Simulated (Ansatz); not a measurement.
# Si (I4/mmm) in Ansatz: notebook

Runs on Si. Level: r2SCAN. Tasks: band structure, single point, equation of state.

Program: Ansatz 0.2.0. These are calculated values, not measurements. Logs are shortened: lines on timing, memory, paths and dates and some standing lists are left out, and cuts for length are marked.

### 1 Starting point

Symmetry: I4/mmm, No. 139, tetragonal system. Conventional cell: a = 3.254 Å, b = 3.254 Å, c = 2.641 Å, α = 90.00°, β = 90.00°, γ = 90.00°. Around Si (site symmetry 4/mmm) lie 10 Si at 2.64 to 2.65 Å.

This isn't the form of Si at room conditions, which is diamond.

### 2 Band structure, r2SCAN

Contents of input.yaml:

```yaml
crystal:
  lattice:
    - [-1.62691493, 1.62691493, 1.32032985]
    - [1.62691493, -1.62691493, 1.32032985]
    - [1.62691493, 1.62691493, -1.32032985]
  atoms:
    - { symbol: Si, position: [0.0, 0.0, 0.0] }
hamiltonian:
  xc: r2scan
  pseudopotentials: { kind: paw }
kpoints:
  mp_grid: { grid: [13, 13, 13] }
  band_path:
    path:
      - [[0.0, 0.0, 0.0], [0.0, 0.0, 0.5], [-0.5, 0.5, 0.5], [0.0, 0.0, 0.0], [0.4146551061, 0.4146551061, -0.4146551061], [0.25, 0.25, 0.25], [0.0, 0.5, 0.0], [-0.4146551061, 0.5853448939, 0.4146551061], [-0.5, 0.5, 0.5]]
      - [[0.0, 0.0, 0.5], [0.25, 0.25, 0.25]]
    npoints: 14
scf:
  occupations: { method: fermi_dirac, width: 0.05 }
  n_extra_bands: 6
output:
  forces: true
  stress: true
  eigenvalues: true
  fatbands: false
  write_density: true
  write_potential: true
  elf: true
  volumetric_format: npy
```

Potentials or basis: Ansatz PAW.

On the command line:

```sh
> ansatz run input.yaml --threads 2 --pin off --max-ram 5632MiB --backend cpu --events-out ev --progress --plain --runs-dir out
```

Log:

```text
Warning: RAYON_NUM_THREADS=2 ignored (pool sized by the plan → 2); use --threads N
scf.n_extra_bands = 6 over 2 filled bands (N_el = 4.0): the run solves 8 bands
Engine: ansatz 0.2.0, aarch64-unknown-linux-gnu
Pseudopotentials: kind: paw
Pseudopotential: Si, paw, valence charge 4, recommended cutoff 500 eV (meta_gga), Si.paw.azcp
Functional definition: r2SCAN
  parameter k0 = 0.174
  parameter k1 = 0.065
  parameter a1 = 4.9479
  exchange = r2scan_x(k0 = k0, k1 = k1, a1 = a1)
  correlation = r2scan_c
Crystal: 1 atoms, lattice volume = 13.979 Å³
Basis set: ecut = 500 eV, 357 PW (Γ), exchange–correlation on 80×80×80 points (64 copies of the dense FFT grid, shifted against one another)
Bands: 8, of which v1, the nominal top of the filled ones, is band 2 counted from 1 (1 counted from 0)
Symmetry: 16 space group operations
Space group: I4/mmm (ITA 139), of the structure as read, at distance tolerance 2.4e-5 Å
k-points: 196 of 2197
Non-local potential: Si, projectors of the file, l = 0: 2, l = 1: 2, l = 2: 2
PAW form: soft (Blöchl's): semilocal exchange-correlation on the pseudo side does not see the compensation charge
PAW frozen core: Si, regenerated for the run's functional (the file was generated under x = pbe(κ = 0.804, μ = 0.2195149727645171), c = pbe(β = 0.06672455060314922))
PAW one-centre angular grid: Si, 302 points (default); XC on 160 Gauss nodes
Initial density: superposition of atomic densities (neutral atoms: chi_scale 0, normalization atom), corrected by the library's trained network
Initial wavefunctions: pseudopotential atomic-orbital guess
Functional: x = r2scan, c = r2scan; τ floored in thin density (d = 2e-4 eV/Å³)
SCF iter   1: F=—  HF=-638.374589 eV  |F-HF|=—  |Δ(HF+E_count)|=         —  Δρ=5.91e-3  dr2=4.58e-3  dr2_τ=4.83e-3  ethr=1.77e-3  ⟨swp⟩=5.7  Hψ=13351  notcnv=0  defer=36
preconditioner: auto → none  [metal: Δε(μ)=0.015 eV  Ē_g=18.653 eV  σ=0.050 eV  W_gap=0.07  n_scr=0 (ndim 8)  ℏωp=19.9 eV  f_vac=0.000  D(μ)=0.59/eV (n_scr^D=4)]
SCF iter   2: F=—  HF=-638.386105 eV  |F-HF|=—  |Δ(HF+E_count)|=   1.15e-2  Δρ=3.45e-3  dr2=1.44e-3  dr2_τ=3.16e-6  ethr=1.14e-4  ⟨swp⟩=2.6  Hψ=4404  notcnv=0  defer=274
SCF iter   3: F=—  HF=-638.386109 eV  |F-HF|=—  |Δ(HF+E_count)|=   3.98e-6  Δρ=6.17e-4  dr2=4.81e-5  dr2_τ=1.25e-6  ethr=3.61e-5  ⟨swp⟩=2.9  Hψ=2063  notcnv=0  defer=274
SCF iter   4: F=—  HF=-638.386129 eV  |F-HF|=—  |Δ(HF+E_count)|=   1.93e-5  Δρ=6.97e-5  dr2=4.57e-7  dr2_τ=5.32e-9  ethr=1.20e-6  ⟨swp⟩=2.3  Hψ=1678  notcnv=0  defer=274
iter 5 did not close the SCF: its close was put off for the readings that it lacked (scf_convergence_deferred on its scf_iter line)
SCF iter   5: F=-638.386129 eV  HF=-638.386129 eV  |F-HF|=1.45e-8  |Δ(HF+E_count)|=   4.13e-7  Δρ=1.59e-5  dr2=2.47e-8  dr2_τ=2.23e-10  ethr=1.14e-8  ⟨swp⟩=2.0  Hψ=1670  notcnv=0  defer=274
SCF iter   6: F=-638.386129 eV  HF=-638.386129 eV  |F-HF|=2.90e-10  |Δ(HF+E_count)|=   1.88e-8  Δρ=1.29e-6  dr2=9.26e-11  dr2_τ=1.60e-12  ethr=6.19e-10  ⟨swp⟩=8.8  Hψ=8257  notcnv=0
SCF 1 converged in 6 iterations: F = -638.386129 eV  dr2 = 9.26e-11
NSCF: frozen V_eff on 128 k-points
SCF converged after 6 iterations
Free energy (F): -638.386129 eV
Harris-Foulkes:  -638.386129 eV  (|F-HF|=2.90e-10)
Internal energy: -638.381563 eV  (E = F + TS)
E sigma→0 (E₀):  -638.383846 eV
Entropy (-TS):   -0.004566 eV (-4.566 meV/atom)
Fermi energy:    11.186649 eV
--- Per-component energies (eV) ---
  E_band       = 20.101338
  E_kinetic    = 41.892325
  E_local      = 4.444209  (includes V_loc(G=0)·N_el)
  E_nonlocal   = 24.142984
  E_hartree    = 0.448951
  E_xc         = -52.390657
  E_vxc        = -51.541133  (∫ρ·V_xc dr)
  E_paw        = -518.972013  (= ΣΔE_a)
  E_vpaw       = -1.996358  (= ΣTr[D̂ρ^β])
  E_aug_tail   = 0.000005  (compensation charges beyond the density's cutoff)
  E_vtau       = 2.261401  (kinetic-family band-sum trace: ∫τ·v_τ [+ j·A + Jᵃ·Aᵃ] dr)
  E_ewald      = -137.870934
  E_core_change = -0.076433  (= ΣΔE_core)
  E_smearing   = -0.004566  (= −TS)
  E_closure    = 0.000000  (closes the sum)
  Σ components = -638.386129   (vs F -638.386129, Δ=0.00e0)
--- Forces (eV/Å), atoms counted from 1 ---
  atom   1  Si     0.00000000    -0.00000000     0.00000000
  max |Σ_I F_I| component: 1.36e-32 eV/Å
--- Stress (GPa, compression-positive) ---
        1.625947      -0.000000      -0.000000
       -0.000000       1.625947       0.000000
       -0.000000       0.000000      -3.592465
  P = ⅓ Tr σ = -0.1135 GPa (-1.135 kbar)
--- Band table (eV; the first three rows and the last of 196) ---
  k-point 0: bands = ["-4.4521", "21.2739", "22.0723", "22.0723", "25.0624", "26.2800", "27.3092", "27.3092"]
  k-point 1: bands = ["-4.2802", "18.6188", "22.1802", "23.4232", "25.0721", "25.7896", "26.9176", "28.7863"]
  k-point 2: bands = ["-3.7655", "15.3229", "22.4884", "23.7331", "23.9404", "26.0333", "26.7548", "29.6216"]
  k-point 195: bands = ["7.3385", "8.6463", "10.6059", "13.1340", "15.7878", "18.3354", "37.4094", "37.5705"]
```

Wall time 2.6 s (2 threads of Arm Neoverse V2, shared host); peak memory 0.31 GiB.

Results:

```
Free energy            : -638.3861 eV
Pressure               : -0.1 GPa
Band gap on the k mesh : none (metal or under the smearing width)
```

Levels at the corners of the path, in eV from the Fermi level:
```csv
point,band 1,band 2,band 3,band 4,band 5,band 6
Γ,-15.64,10.09,10.89,10.89,13.88,15.09
X,-9.00,-7.92,9.79,12.16,12.51,12.67
M,-2.62,-2.62,-1.34,1.25,4.53,7.07
Γ,-15.64,10.09,10.89,10.89,13.88,15.09
Z,-2.03,-2.03,-1.41,-0.06,1.91,13.22
P,-4.21,-3.03,-2.63,-2.63,20.58,20.67
N,-6.93,-6.33,5.15,6.57,7.11,10.07
Z1,-2.03,-2.03,-1.41,-0.06,1.91,13.22
M,-2.62,-2.62,-1.34,1.25,4.53,7.07
X,-9.00,-7.92,9.79,12.16,12.51,12.67
P,-4.21,-3.03,-2.63,-2.63,20.58,20.67
```

Caveat: the PAW data sets come from PBE, with cores solved anew for the run's functional, which leaves a small shift of forces and pressure.

### 3 Single point, r2SCAN, 13.14 Å³/atom (volume scaled by 0.94)

Contents of input.yaml:

```yaml
crystal:
  lattice:
    - [-1.5937032655, 1.5937032655, 1.29337678]
    - [1.5937032655, -1.5937032655, 1.29337678]
    - [1.5937032655, 1.5937032655, -1.29337678]
  atoms:
    - { symbol: Si, position: [0.0, 0.0, 0.0] }
hamiltonian:
  xc: r2scan
  pseudopotentials: { kind: paw }
kpoints:
  mp_grid: { grid: [13, 13, 13] }
scf:
  occupations: { method: fermi_dirac, width: 0.05 }
output:
  forces: true
  stress: true
  eigenvalues: true
```

Potentials or basis: Ansatz PAW.

On the command line:

```sh
> ansatz run input.yaml --threads 2 --pin off --max-ram 5632MiB --backend cpu --events-out ev --progress --plain --runs-dir out
```

Log:

```text
Warning: RAYON_NUM_THREADS=2 ignored (pool sized by the plan → 2); use --threads N
Engine: ansatz 0.2.0, aarch64-unknown-linux-gnu
Pseudopotentials: kind: paw
Pseudopotential: Si, paw, valence charge 4, recommended cutoff 500 eV (meta_gga), Si.paw.azcp
Functional definition: r2SCAN
  parameter k0 = 0.174
  parameter k1 = 0.065
  parameter a1 = 4.9479
  exchange = r2scan_x(k0 = k0, k1 = k1, a1 = a1)
  correlation = r2scan_c
Crystal: 1 atoms, lattice volume = 13.140 Å³
Basis set: ecut = 500 eV, 333 PW (Γ), exchange–correlation on 80×80×80 points (64 copies of the dense FFT grid, shifted against one another)
Bands: 6, of which v1, the nominal top of the filled ones, is band 2 counted from 1 (1 counted from 0)
Symmetry: 16 space group operations
Space group: I4/mmm (ITA 139), of the structure as read, at distance tolerance 2.4e-5 Å
k-points: 196 of 2197
Non-local potential: Si, projectors of the file, l = 0: 2, l = 1: 2, l = 2: 2
PAW form: soft (Blöchl's): semilocal exchange-correlation on the pseudo side does not see the compensation charge
PAW frozen core: Si, regenerated for the run's functional (the file was generated under x = pbe(κ = 0.804, μ = 0.2195149727645171), c = pbe(β = 0.06672455060314922))
PAW one-centre angular grid: Si, 302 points (default); XC on 160 Gauss nodes
[... 20 lines left out ...]
  E_band       = 22.703401
  E_kinetic    = 43.309913
  E_local      = 6.578133  (includes V_loc(G=0)·N_el)
  E_nonlocal   = 24.229600
  E_hartree    = 0.373522
  E_xc         = -52.960109
  E_vxc        = -52.350092  (∫ρ·V_xc dr)
  E_paw        = -519.076205  (= ΣΔE_a)
  E_vpaw       = -2.101829  (= ΣTr[D̂ρ^β])
  E_aug_tail   = 0.000005  (compensation charges beyond the density's cutoff)
  E_vtau       = 2.290580  (kinetic-family band-sum trace: ∫τ·v_τ [+ j·A + Jᵃ·Aᵃ] dr)
  E_ewald      = -140.744069
  E_core_change = -0.076433  (= ΣΔE_core)
  E_smearing   = -0.004521  (= −TS)
  E_closure    = 0.000000  (closes the sum)
  Σ components = -638.370164   (vs F -638.370164, Δ=0.00e0)
--- Forces (eV/Å), atoms counted from 1 ---
  atom   1  Si     0.00000000    -0.00000000    -0.00000000
  max |Σ_I F_I| component: 2.31e-33 eV/Å
--- Stress (GPa, compression-positive) ---
        8.084621       0.000000       0.000000
        0.000000       8.084621      -0.000000
       -0.000000      -0.000000       3.752029
  P = ⅓ Tr σ = 6.6404 GPa (66.404 kbar)
--- Band table (eV; the first three rows and the last of 196) ---
  k-point 0: bands = ["-4.1814", "22.3181", "23.6794", "23.6794", "26.2421", "28.2909"]
  k-point 1: bands = ["-4.0022", "19.7767", "23.7964", "24.6648", "26.7662", "27.2313"]
  k-point 2: bands = ["-3.4655", "16.3603", "24.1318", "25.0819", "25.3655", "27.2774"]
  k-point 195: bands = ["8.1124", "9.4298", "11.6290", "13.7847", "16.9514", "19.6072"]
```

Run time: 1.6 s. Hardware: 2 threads of Arm Neoverse V2, shared host; peak memory 0.3 GiB.

What came out:

```yaml
Free_energy: -638.3702 eV
Pressure: 6.6 GPa
Band_gap_on_the_k_mesh: none (metal or under the smearing width)
```

Caveat: the PAW data sets come from PBE, with cores solved anew for the run's functional, which leaves a small shift of forces and pressure.

### 4 Single point, r2SCAN, 13.42 Å³/atom (volume scaled by 0.96)

Changes to input.yaml since step 3:

```diff
@@ -2,5 +2,5 @@
   lattice:
-    - [-1.5937032655, 1.5937032655, 1.29337678]
-    - [1.5937032655, -1.5937032655, 1.29337678]
-    - [1.5937032655, 1.5937032655, -1.29337678]
+    - [-1.6049268977, 1.6049268977, 1.3024853673]
+    - [1.6049268977, -1.6049268977, 1.3024853673]
+    - [1.6049268977, 1.6049268977, -1.3024853673]
   atoms:
```

On the command line:

```sh
> ansatz run input.yaml --threads 2 --pin off --max-ram 5632MiB --backend cpu --events-out ev --progress --plain --runs-dir out
```

Wall time 1.5 s (2 threads of Arm Neoverse V2, shared host); peak memory 0.3 GiB.

Results (log left out):

| Property | Result |
| --- | --- |
| Free energy | -638.3795 eV |
| Pressure | 4.1 GPa |
| Band gap on the k mesh | none (metal or under the smearing width) |

Caveat: the PAW data sets come from PBE, with cores solved anew for the run's functional, which leaves a small shift of forces and pressure.

### 5 Single point, r2SCAN, 13.70 Å³/atom (volume scaled by 0.98)

Changes to input.yaml since step 4:

```diff
@@ -2,5 +2,5 @@
   lattice:
-    - [-1.6049268977, 1.6049268977, 1.3024853673]
-    - [1.6049268977, -1.6049268977, 1.3024853673]
-    - [1.6049268977, 1.6049268977, -1.3024853673]
+    - [-1.6159957088, 1.6159957088, 1.3114683088]
+    - [1.6159957088, -1.6159957088, 1.3114683088]
+    - [1.6159957088, 1.6159957088, -1.3114683088]
   atoms:
```

On the command line:

```sh
> ansatz run input.yaml --threads 2 --pin off --max-ram 5632MiB --backend cpu --events-out ev --progress --plain --runs-dir out
```

Run time: 1.5 s. Hardware: 2 threads of Arm Neoverse V2, shared host; peak memory 0.3 GiB.

The run converged. Its results:

* Free energy: -638.3847 eV
* Pressure: 1.8 GPa
* Band gap on the k mesh: none (metal or under the smearing width)

Caveat: the PAW data sets come from PBE, with cores solved anew for the run's functional, which leaves a small shift of forces and pressure.

### 6 Single point, r2SCAN, 13.98 Å³/atom

Changes to input.yaml since step 5:

```diff
@@ -2,5 +2,5 @@
   lattice:
-    - [-1.6159957088, 1.6159957088, 1.3114683088]
-    - [1.6159957088, -1.6159957088, 1.3114683088]
-    - [1.6159957088, 1.6159957088, -1.3114683088]
+    - [-1.62691493, 1.62691493, 1.32032985]
+    - [1.62691493, -1.62691493, 1.32032985]
+    - [1.62691493, 1.62691493, -1.32032985]
   atoms:
```

Potentials or basis: Ansatz PAW.

On the command line:

```sh
> ansatz run input.yaml --threads 2 --pin off --max-ram 5632MiB --backend cpu --events-out ev --progress --plain --runs-dir out
```

Wall time 1.5 s (2 threads of Arm Neoverse V2, shared host); peak memory 0.3 GiB.

The run converged. Its results:

| Property | Result |
| --- | --- |
| Free energy | -638.3861 eV |
| Pressure | -0.1 GPa |
| Band gap on the k mesh | none (metal or under the smearing width) |

Caveat: the PAW data sets come from PBE, with cores solved anew for the run's functional, which leaves a small shift of forces and pressure.

### 7 Single point, r2SCAN, 14.26 Å³/atom (volume scaled by 1.02)

Changes to input.yaml since step 6:

```diff
@@ -2,5 +2,5 @@
   lattice:
-    - [-1.62691493, 1.62691493, 1.32032985]
-    - [1.62691493, -1.62691493, 1.32032985]
-    - [1.62691493, 1.62691493, -1.32032985]
+    - [-1.6376895151, 1.6376895151, 1.3290740111]
+    - [1.6376895151, -1.6376895151, 1.3290740111]
+    - [1.6376895151, 1.6376895151, -1.3290740111]
   atoms:
```

On the command line:

```sh
> ansatz run input.yaml --threads 2 --pin off --max-ram 5632MiB --backend cpu --events-out ev --progress --plain --runs-dir out
```

It took 1.5 s on 2 threads of Arm Neoverse V2, shared host; peak memory 0.31 GiB.

The run converged. Its results:

```yaml
Free_energy: -638.3844 eV
Pressure: -1.8 GPa
Band_gap_on_the_k_mesh: none (metal or under the smearing width)
```

Caveat: the PAW data sets come from PBE, with cores solved anew for the run's functional, which leaves a small shift of forces and pressure.

### 8 Single point, r2SCAN, 14.54 Å³/atom (volume scaled by 1.04)

Changes to input.yaml since step 7:

```diff
@@ -2,5 +2,5 @@
   lattice:
-    - [-1.6376895151, 1.6376895151, 1.3290740111]
-    - [1.6376895151, -1.6376895151, 1.3290740111]
-    - [1.6376895151, 1.6376895151, -1.3290740111]
+    - [-1.6483241605, 1.6483241605, 1.3377046037]
+    - [1.6483241605, -1.6483241605, 1.3377046037]
+    - [1.6483241605, 1.6483241605, -1.3377046037]
   atoms:
```

On the command line:

```sh
> ansatz run input.yaml --threads 2 --pin off --max-ram 5632MiB --backend cpu --events-out ev --progress --plain --runs-dir out
```

Run time: 1.6 s. Hardware: 2 threads of Arm Neoverse V2, shared host; peak memory 0.31 GiB.

It converged, with:

```yaml
Free_energy: -638.3798 eV
Pressure: -3.4 GPa
Band_gap_on_the_k_mesh: none (metal or under the smearing width)
```

Caveat: the PAW data sets come from PBE, with cores solved anew for the run's functional, which leaves a small shift of forces and pressure.

### 9 Single point, r2SCAN, 14.82 Å³/atom (volume scaled by 1.06)

Changes to input.yaml since step 8:

```diff
@@ -2,5 +2,5 @@
   lattice:
-    - [-1.6483241605, 1.6483241605, 1.3377046037]
-    - [1.6483241605, -1.6483241605, 1.3377046037]
-    - [1.6483241605, 1.6483241605, -1.3377046037]
+    - [-1.6588233236, 1.6588233236, 1.3462252449]
+    - [1.6588233236, -1.6588233236, 1.3462252449]
+    - [1.6588233236, 1.6588233236, -1.3462252449]
   atoms:
```

Potentials or basis: Ansatz PAW.

On the command line:

```sh
> ansatz run input.yaml --threads 2 --pin off --max-ram 5632MiB --backend cpu --events-out ev --progress --plain --runs-dir out
```

Run time: 1.6 s. Hardware: 2 threads of Arm Neoverse V2, shared host; peak memory 0.31 GiB.

The run converged. Its results:

* Free energy: -638.3726 eV
* Pressure: -4.8 GPa
* Band gap on the k mesh: none (metal or under the smearing width)

Caveat: the PAW data sets come from PBE, with cores solved anew for the run's functional, which leaves a small shift of forces and pressure.

### 10 Equation of state, r2SCAN

This step only gathers the single runs of the series.

What came out:

| Item | Value |
| --- | --- |
| Equilibrium volume | 13.96 Å³/atom |
| Bulk modulus at fixed shape and positions | 94 GPa |
| Pressure derivative of the bulk modulus | 5.0 (rough: it moves with the points fitted) |

Energy against volume, from the lowest point:
| volume (Å³/atom) | energy (meV/atom) |
| --- | --- |
| 13.140 | 15.97 |
| 13.420 | 6.63 |
| 13.699 | 1.46 |
| 13.979 | 0.00 |
| 14.258 | 1.71 |
| 14.538 | 6.32 |
| 14.818 | 13.56 |

Caveat: the cell was scaled at fixed shape and fractional positions, which overstates the stiffness of a crystal with free parameters, most of all of layers and chains; the PAW data sets were made with another functional, which shifts forces and pressure a little.
